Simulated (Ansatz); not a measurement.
Method: DFT PBE, scalar-relativistic, plane waves, PAW in Ansatz 0.2.0. Settings: cutoff 420 eV, Γ-centred meshes spaced at most about 0.3 Å⁻¹, and about 0.25 Å⁻¹ or finer for metals (2π included), Gaussian smearing. No spin polarisation.

Temperature and zero-point effects are left out.

Problem. Order these relaxed structures of Bi2S by energy, lowest first, with the energy over the lowest of them.
A.

```cif
data_structure
_symmetry_space_group_name_H-M 'P6/mmm'
_symmetry_Int_Tables_number 191
_cell_length_a 6.9937
_cell_length_b 6.9937
_cell_length_c 4.3226
_cell_angle_alpha 90.000
_cell_angle_beta 90.000
_cell_angle_gamma 120.000
_cell_volume 183.10
loop_
_atom_site_label
_atom_site_type_symbol
_atom_site_symmetry_multiplicity
_atom_site_Wyckoff_symbol
_atom_site_fract_x
_atom_site_fract_y
_atom_site_fract_z
_atom_site_occupancy
Bi1 Bi 3 f 0.50000 0.00000 0.00000 1
Bi2 Bi 1 a 0.00000 0.00000 0.00000 1
S1 S 2 d 0.33333 0.66667 0.50000 1
```

B.

```cif
data_structure
_symmetry_space_group_name_H-M 'P2_1/c'
_symmetry_Int_Tables_number 14
_cell_length_a 7.4398
_cell_length_b 12.0778
_cell_length_c 4.1876
_cell_angle_alpha 90.000
_cell_angle_beta 105.894
_cell_angle_gamma 90.000
_cell_volume 361.90
loop_
_atom_site_label
_atom_site_type_symbol
_atom_site_symmetry_multiplicity
_atom_site_Wyckoff_symbol
_atom_site_fract_x
_atom_site_fract_y
_atom_site_fract_z
_atom_site_occupancy
Bi1 Bi 4 e 0.01097 0.84794 0.01293 1
Bi2 Bi 4 e 0.37671 0.87736 0.69012 1
S1 S 4 e 0.33330 0.40825 0.16891 1
```

C.

```cif
data_structure
_symmetry_space_group_name_H-M 'Cmmm'
_symmetry_Int_Tables_number 65
_cell_length_a 6.0215
_cell_length_b 9.0279
_cell_length_c 3.2494
_cell_angle_alpha 90.000
_cell_angle_beta 90.000
_cell_angle_gamma 90.000
_cell_volume 176.64
loop_
_atom_site_label
_atom_site_type_symbol
_atom_site_symmetry_multiplicity
_atom_site_Wyckoff_symbol
_atom_site_fract_x
_atom_site_fract_y
_atom_site_fract_z
_atom_site_occupancy
Bi1 Bi 4 i 0.50000 0.18959 0.00000 1
S1 S 2 a 0.00000 0.00000 0.00000 1
```

D.

```cif
data_structure
_symmetry_space_group_name_H-M 'I4_1/amd:1'
_symmetry_Int_Tables_number 141
_cell_length_a 3.5816
_cell_length_b 3.5816
_cell_length_c 25.5783
_cell_angle_alpha 90.000
_cell_angle_beta 90.000
_cell_angle_gamma 90.000
_cell_volume 328.12
loop_
_atom_site_label
_atom_site_type_symbol
_atom_site_symmetry_multiplicity
_atom_site_Wyckoff_symbol
_atom_site_fract_x
_atom_site_fract_y
_atom_site_fract_z
_atom_site_occupancy
Bi1 Bi 8 e 0.00000 0.00000 0.42919 1
S1 S 4 a 0.00000 0.00000 0.00000 1
```

E.

```cif
data_structure
_symmetry_space_group_name_H-M 'P6/mmm'
_symmetry_Int_Tables_number 191
_cell_length_a 5.4612
_cell_length_b 5.4612
_cell_length_c 8.8405
_cell_angle_alpha 90.000
_cell_angle_beta 90.000
_cell_angle_gamma 120.000
_cell_volume 228.34
loop_
_atom_site_label
_atom_site_type_symbol
_atom_site_symmetry_multiplicity
_atom_site_Wyckoff_symbol
_atom_site_fract_x
_atom_site_fract_y
_atom_site_fract_z
_atom_site_occupancy
Bi1 Bi 4 h 0.33333 0.66667 0.80137 1
S1 S 2 d 0.33333 0.66667 0.50000 1
```

Solution. B (0 meV/atom), A (93 meV/atom), D (188 meV/atom), C (247 meV/atom), E (338 meV/atom). Forms: B P2_1/c; A P6/mmm; D I4_1/amd; C Cmmm; E P6/mmm. Counting S atoms around Bi (those within 1.25 times the shortest such distance or 1.15 times the sum of covalent radii, 1.27 where that leaves under three; a plus sign parts nearer from farther groups; the shortest distance is added where it exceeds 1.18 times the sum of covalent radii; a slash parts the counts of unlike sites): B has Bi 1+2/2+1 from 3.3 Å; A has Bi 4/12 from 4.6 Å; D has Bi 4 from 3.1 Å; C has Bi 1+2; E has Bi 1. Origin: A, C, D and E, invented; B, reached from a Materials Project cell.

Spin–orbit coupling, which can matter for Bi, is left out. Cells relaxed within their symmetry can be saddle points. Some candidate types were left out of the draw beforehand, so a known form may be missing.
